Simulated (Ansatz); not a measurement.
This guess for InP is about to be relaxed.

```
In P
1.0
     6.83941    0.00000    0.00000
     0.00000    6.83941    0.00000
     0.00000    0.00000    4.10486
In P
4 4
Direct
  0.68050 0.68050 0.00000
  0.18050 0.81950 0.50000
  0.81950 0.18050 0.50000
  0.31950 0.31950 0.00000
  0.81950 0.81950 0.50000
  0.18050 0.18050 0.50000
  0.68050 0.31950 0.00000
  0.31950 0.68050 0.00000
```

Computed with DFT PBE, scalar-relativistic, plane waves, PAW in Ansatz. Cutoff 420 eV, Gaussian smearing, Γ-centred meshes. Cell and atoms relax first on a coarse mesh and then on a converged one. In between, the cell is made exact in the group found at 0.06 Å. The steps can't lower the symmetry of their start. No spin polarisation.

A guess keeps its type if space group and coordination stay and the shape of the cell changes little (axis ratios within about 15 %, angles within 6°); the volume may change.

Question: Does it keep its structure type, or change into something else?

Answer: It keeps its type. The symmetry stays P4_2/mnm (No. 136). The volume per atom grows by 16.3 %, from 24.0 to 27.9 Å³. The shortest distance goes from 2.45 Å (In–P) to 2.56 Å (In–P). The ratio c/a of the conventional cell changes by a factor of 0.97. Counting neighbours within 15 % of an atom's shortest distance, the start has In 4, P 4 and the end In 4, P 4.

The last run used a 6×6×8 mesh (in the run's order of axes) for its 8-atom cell and Gaussian smearing of 0.02 eV. Symmetry constrained the relaxation, so the result can be a saddle point.
